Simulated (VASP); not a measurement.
# Cu (Fm-3m) in VASP: elastic constants with PBEsol

Aim: the elastic constants of Cu with PBEsol.

All numbers are computed with VASP 6.6.1; they aren't measurements. Logs are shortened: lines on timing, memory, paths and dates and some standing lists are left out, and cuts for length are marked.

## Step 1: Starting point

Symmetry: Fm-3m, No. 225, cubic system. The conventional cell has a = 3.650 Å, b = 3.650 Å, c = 3.650 Å, α = 90.00°, β = 90.00°, γ = 90.00°. Cu (site symmetry m-3m) has 12 Cu at 2.58 Å as nearest neighbours.

## Step 2: Elastic constants, PBEsol

File POSCAR:

```
Cu
1.0
    0.0000000000      1.8250000000      1.8250000000
    1.8250000000      0.0000000000      1.8250000000
    1.8250000000      1.8250000000      0.0000000000
Cu
1
Direct
    0.0000000000      0.0000000000      0.0000000000
```

File INCAR.step1:

```
SYSTEM = Cu
PREC = Accurate ; ENCUT = 600
EDIFF = 1E-8 ; ISMEAR = 0
SIGMA = 0.1 ; LREAL = .False.
LASPH = .True. ; NELM = 60
ALGO = Fast ; ISIF = 3
LWAVE = .False. ; LCHARG = .False.
GGA = PS ; IBRION = 2
NSW = 40 ; EDIFFG = -0.002
```

File INCAR.step2:

```
SYSTEM = Cu
PREC = Accurate ; ENCUT = 600
EDIFF = 1E-8 ; ISMEAR = 0
SIGMA = 0.1 ; LREAL = .False.
LASPH = .True. ; NELM = 60
ALGO = Fast ; ISIF = 3
LWAVE = .False. ; LCHARG = .False.
GGA = PS ; IBRION = 6
NFREE = 2 ; POTIM = 0.015
NSW = 1
```

File KPOINTS:

```
Automatic mesh
0
Gamma
  20 20 20
  0 0 0
```

Potentials or basis: VASP PAW PBE potentials, release 64 (Cu).

Command:

```console
> cat potpaw_PBE.64/Cu/POTCAR > POTCAR
> cp INCAR.step1 INCAR
> mpirun -np 1 vasp_std > vasp.out
> cp CONTCAR POSCAR
> cp INCAR.step2 INCAR
> mpirun -np 1 vasp_std > vasp.out
```

OUTCAR:

```text
SYSTEM = Cu
   PREC = Accurate
   ENCUT = 600
   EDIFF = 1E-8
   ISMEAR = 0
   LREAL = .False.
   LASPH = .True.
   NELM = 60
   ISIF = 3
   GGA = PS
   IBRION = 6
   NFREE = 2
   POTIM = 0.015
   NSW = 1

 ion  position               nearest neighbor table
   1  0.000  0.000  0.000-

  LATTYP: Found a face centered cubic cell.
 ALAT       =     3.5688238664

  Lattice vectors:

 A1 = (   0.0000000000,   1.7844119332,   1.7844119332)
 A2 = (   1.7844119332,   0.0000000000,   1.7844119332)
 A3 = (   1.7844119332,   1.7844119332,   0.0000000000)

Analysis of symmetry for initial positions (statically):
=====================================================================
 Subroutine PRICEL returns:
 Original cell was already a primitive cell.

 Routine SETGRP: Setting up the symmetry group for a
 face centered cubic supercell.

 Subroutine GETGRP returns: Found 48 space group operations
 (whereof 48 operations were pure point group operations)
 out of a pool of 48 trial point group operations.

The static configuration has the point symmetry O_h .

Analysis of symmetry for dynamics (positions and initial velocities):
=====================================================================
 Subroutine PRICEL returns:
 Original cell was already a primitive cell.

 Routine SETGRP: Setting up the symmetry group for a
 face centered cubic supercell.

 Subroutine GETGRP returns: Found 48 space group operations
 (whereof 48 operations were pure point group operations)
 out of a pool of 48 trial point group operations.

The dynamic configuration has the point symmetry O_h .

 Subroutine INISYM returns: Found 48 space group operations
 (whereof 48 operations are pure point group operations),
 and found     1 'primitive' translations

----------------------------------------------------------------------------------------

                                     Primitive cell

  volume of cell :      11.3636

  direct lattice vectors                    reciprocal lattice vectors
     0.000000000  1.784411933  1.784411933    -0.280204358  0.280204358  0.280204358
     1.784411933  0.000000000  1.784411933     0.280204358 -0.280204358  0.280204358
     1.784411933  1.784411933  0.000000000     0.280204358  0.280204358 -0.280204358

  length of vectors
     2.523539557  2.523539557  2.523539557     0.485328184  0.485328184  0.485328184

  position of ions in fractional coordinates (direct lattice)
     0.000000000  0.000000000  0.000000000

  ion indices of the primitive-cell ions
   primitive index   ion index
                 1           1

----------------------------------------------------------------------------------------

 KPOINTS: Automatic mesh

Automatic generation of k-mesh.
 Grid dimensions read from file:
 generate k-points for:   20   20   20

 Generating k-lattice:

  Cartesian coordinates                     Fractional coordinates (reciprocal lattice)
    -0.014010218  0.014010218  0.014010218     0.050000000  0.000000000  0.000000000
     0.014010218 -0.014010218  0.014010218     0.000000000  0.050000000  0.000000000
     0.014010218  0.014010218 -0.014010218     0.000000000  0.000000000  0.050000000

  Length of vectors
     0.024266409  0.024266409  0.024266409

  Shift w.r.t. Gamma in fractional coordinates (k-lattice)
     0.000000000  0.000000000  0.000000000

 Subroutine IBZKPT returns following result:
[... 96 lines left out ...]
  ext. energy  EPLUGINS =         0.00000000
  ---------------------------------------------------
  free energy    TOTEN  =        -4.31018311 eV

  energy without entropy =       -4.30889099  energy(sigma->0) =       -4.30953705

------------------------ aborting loop because EDIFF is reached ----------------------------------------

  FORCE on cell =-STRESS in cart. coord.  units (eV):
  Direction    XX          YY          ZZ          XY          YZ          ZX
  --------------------------------------------------------------------------------------
  -------------------------------------------------------------------------------------
  Total        0.0040554      0.0040554      0.0040554     -0.0000000      0.0000000      0.0000000
  in kB        0.5717869      0.5717869      0.5717869     -0.0000000      0.0000000      0.0000000
  external PRESSURE =       0.5717869 kB  Pullay stress =       0.0000000 kB
[... 86 lines left out ...]
  FREE ENERGIE OF THE ION-ELECTRON SYSTEM (eV)
  ---------------------------------------------------
  free  energy   TOTEN  =        -4.3084428200 eV

  energy  without entropy=       -4.3071497759  energy(sigma->0) =       -4.30779630

[... ionic steps 4 to 12 ...]

--------------------------------------- Ionic step       13  -------------------------------------------

 number of electron      11.0000012 magnetization

------------------------ aborting loop because EDIFF is reached ----------------------------------------
[... 65 lines left out ...]
--------------------------------------- Ionic step       15  -------------------------------------------

 number of electron      11.0000007 magnetization

 Free energy of the ion-electron system (eV)
  ---------------------------------------------------
  ext. energy  EPLUGINS =         0.00000000
  ---------------------------------------------------
  free energy    TOTEN  =        -4.31017649 eV

  energy without entropy =       -4.30888436  energy(sigma->0) =       -4.30953042

 E-fermi :   7.8509     XC(G=0): -13.1344

 val. band max:        7.7972812138   @ k =   0.4500   0.3000   0.0000
 cond. band min:       7.8541875589   @ k =   0.5000   0.2500   0.1000
 fundamental gap:      0.0569063451
 Fermi energy:         7.8509150315

 k-point     1 :       0.0000    0.0000    0.0000
  band No.  band energies     occupation
      1      -1.8011      2.00000
      2       4.7401      2.00000
      3       4.7401      2.00000
      4       4.7401      2.00000
      5       5.6235      2.00000
      6       5.6235      2.00000
      7      30.7771      0.00000
      8      33.6932      0.00000
      9      33.6953      0.00000
[... 265 lines left out ...]
 k-point    24 :      -0.3500    0.0500    0.0000
  band No.  band energies     occupation
      1       2.1013      2.00000
      2       4.7696      2.00000
      3       4.8126      2.00000
      4       4.9186      2.00000
      5       5.9554      2.00000
      6       6.2489      2.00000
      7      15.3716      0.00000
      8      28.0869      0.00000
      9      30.6682      0.00000

 [... further k-points ...]

------------------------ aborting loop because EDIFF is reached ----------------------------------------

  FORCE on cell =-STRESS in cart. coord.  units (eV):
  Direction    XX          YY          ZZ          XY          YZ          ZX
  --------------------------------------------------------------------------------------
  -------------------------------------------------------------------------------------
  Total        0.0032726      0.0032726      0.0032726     -0.0000000      0.0000000     -0.0000000
  in kB        0.4614107      0.4614107      0.4614107     -0.0000000      0.0000000     -0.0000000
  external PRESSURE =       0.4614107 kB  Pullay stress =       0.0000000 kB
[... 16 lines left out ...]
  FREE ENERGIE OF THE ION-ELECTRON SYSTEM (eV)
  ---------------------------------------------------
  free  energy   TOTEN  =        -4.3101764855 eV

  energy  without entropy=       -4.3088843645  energy(sigma->0) =       -4.30953042

 INTERNAL STRAIN TENSORS FROM STRAINED CELLS
 ============================================

 INTERNAL STRAIN TENSOR FOR ION    1 for displacements in x,y,z  (eV/Angst):
          X           Y           Z          XY          YZ          ZX
  --------------------------------------------------------------------------------
  x     0.00000    -0.00000     0.00000     0.00000     0.00000     0.00000
  y     0.00000     0.00000    -0.00000     0.00000     0.00000     0.00000
  z     0.00000    -0.00000     0.00000     0.00000    -0.00000     0.00000

 INTERNAL STRAIN TENSORS FROM DISPLACED ATOMS
 ============================================

 INTERNAL STRAIN TENSOR FOR ION    1 for displacements in x,y,z  (eV/Angst):
          X           Y           Z          XY          YZ          ZX
  --------------------------------------------------------------------------------
  x     0.00000     0.00000     0.00000     0.00000     0.00000     0.00000
  y     0.00000     0.00000     0.00000     0.00000     0.00000     0.00000
  z     0.00000     0.00000     0.00000     0.00000     0.00000     0.00000

 Eigenvectors and eigenvalues of the dynamical matrix
 ----------------------------------------------------

   1 f/i=    0.000000 THz     0.000000 2PiTHz    0.000000 cm-1     0.000000 meV
             X         Y         Z           dx          dy          dz
      0.000000  0.000000  0.000000     0.990992   -0.133918    0.000000

   2 f/i=    0.000000 THz     0.000000 2PiTHz    0.000000 cm-1     0.000000 meV
             X         Y         Z           dx          dy          dz
      0.000000  0.000000  0.000000    -0.133918   -0.990992    0.000000

   3 f/i=    0.000000 THz     0.000000 2PiTHz    0.000000 cm-1     0.000000 meV
             X         Y         Z           dx          dy          dz
      0.000000  0.000000  0.000000     0.000000    0.000000    1.000000

--------------------------------------------------------------------------------------------------------

 ELASTIC MODULI CONTR FROM IONIC RELAXATION (kBar)
 Direction    XX          YY          ZZ          XY          YZ          ZX
 --------------------------------------------------------------------------------
 XX           0.0000      0.0000      0.0000      0.0000      0.0000      0.0000
 YY           0.0000      0.0000      0.0000      0.0000      0.0000      0.0000
 ZZ           0.0000      0.0000      0.0000      0.0000      0.0000      0.0000
 XY           0.0000      0.0000      0.0000      0.0000      0.0000      0.0000
 YZ           0.0000      0.0000      0.0000      0.0000      0.0000      0.0000
 ZX           0.0000      0.0000      0.0000      0.0000      0.0000      0.0000
 --------------------------------------------------------------------------------

 TOTAL ELASTIC MODULI (kBar)
 Direction    XX          YY          ZZ          XY          YZ          ZX
 --------------------------------------------------------------------------------
 XX        2085.6557   1427.1721   1427.1721     -0.0000     -0.0000      0.0000
 YY        1427.1721   2085.6557   1427.1721      0.0000     -0.0000      0.0000
 ZZ        1427.1721   1427.1721   2085.6557      0.0000     -0.0000      0.0000
 XY          -0.0000      0.0000      0.0000    980.4405     -0.0000      0.0000
 YZ          -0.0000     -0.0000     -0.0000     -0.0000    980.4405      0.0000
 ZX           0.0000      0.0000      0.0000      0.0000      0.0000    980.4405
 --------------------------------------------------------------------------------
```

Run time: 20 min. Hardware: 1 thread of Intel Xeon Platinum 8488C (Sapphire Rapids), shared host; peak memory 0.64 GiB.

Results:

```yaml
Relaxed_volume: 11.36 Å³/atom
Relaxed_cell: a = 2.524 Å, b = 2.524 Å, c = 2.524 Å, α = 60.00°, β = 60.00°, γ = 60.00°
Space_group_after_relaxing_to_0.05_Å: Fm-3m (No. 225)
Elastic_constants_C11_C12_C44: 209, 143, 98 GPa
Voigt_bulk_modulus: 165 GPa
```

The path:
| step | energy change (eV) | largest force (eV/Å) | pressure (GPa) | volume (Å³) |
| --- | --- | --- | --- | --- |
| 1 | 0.0000 | 0.0000 | -9.32 | 12.16 |
| 2 | -0.0167 | 0.0000 | 6.65 | 10.96 |
| 3 | -0.0248 | 0.0000 | 0.02 | 11.36 |

Final structure:
```yaml
crystal:
  lattice:
    - [0.00000, 1.78441, 1.78441]
    - [1.78441, 0.00000, 1.78441]
    - [1.78441, 1.78441, 0.00000]
  atoms:
    - { symbol: Cu, position: [0.00000, 0.00000, 0.00000] }
```

Elastic tensor in Voigt notation (GPa, in the Cartesian axes of the cell as first typed):
```
209 143 143   0   0   0
143 209 143   0   0   0
143 143 209   0   0   0
  0   0   0  98   0   0
  0   0   0   0  98   0
  0   0   0   0   0  98
```

Clamped-ion elastic tensor (GPa):
```
209 143 143   0   0   0
143 209 143   0   0   0
143 143 209   0   0   0
  0   0   0  98   0   0
  0   0   0   0  98   0
  0   0   0   0   0  98
```

Caveat: the PAW data sets were made with another functional, which shifts forces and pressure a little.
